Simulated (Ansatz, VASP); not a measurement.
**Two plane-wave programs on CsI**

File INCAR:

```
ALGO = Fast
EDIFF = 1E-7
ENCUT = 520
GGA = PE
ISIF = 2
ISMEAR = 0
LASPH = T
LCHARG = F
LREAL = F
LWAVE = F
NBANDS = 15
NELM = 100
PREC = Accurate
SIGMA = 0.01
```

KPOINTS

```
k-points
0
Gamma
  4 4 4
```

Contents of POSCAR:

```
CsI
1.0
    4.6081405142      0.0000000000      0.0000000000
    0.0000000000      4.6081405142      0.0000000000
    0.0000000000      0.0000000000      4.6081405142
Cs I
1 1
Direct
    0.0000000000      0.0000000000      0.0000000000
    0.5000000000      0.5000000000      0.5000000000
```

Input for Ansatz:

```yaml
crystal:
  lattice:
    - [4.6081405142, 0.0, 0.0]
    - [0.0, 4.6081405142, 0.0]
    - [0.0, 0.0, 4.6081405142]
  atoms:
    - { symbol: Cs, position: [0.0, 0.0, 0.0] }
    - { symbol: I, position: [0.5, 0.5, 0.5] }
kpoints:
  mp_grid: { grid: [4, 4, 4] }
hamiltonian:
  xc: pbe
scf:
  occupations: { method: fixed }
  n_extra_bands: 4
output:
  forces: true
  stress: true
  eigenvalues: true
  write_density: true
  write_potential: true
  elf: true
  volumetric_format: npy
```

The cell was built by a generator and needn't be a form met in nature.

Alike in both runs: task single point; functional PBE; k mesh 4 × 4 × 4; no spin polarisation.

```csv
,VASP,Ansatz
version,VASP 6.6.1,Ansatz 0.2.0
potentials or method,"VASP PAW PBE potentials, release 64 (Cs_sv, I)","plane waves, PAW"
plane-wave cutoff (eV),520,420
occupations,"gaussian, width 0.01 eV",fixed
valence electrons in the cell,16,26
```

VASP gave:

```
gap on the k mesh at the Fermi level (eV) : 3.79
pressure (GPa)                            : 0.5
```

Which values does Ansatz return?

gap on the k mesh at the Fermi level (eV): 3.80; pressure (GPa): 0.4.

The two sets of potentials don't hold the same shells in valence.

Caveats: spin-orbit coupling is left out, which moves the levels of the heavy elements. A k mesh can miss the band edges. A hybrid or GW would open this gap; PBE tends to underestimate it.
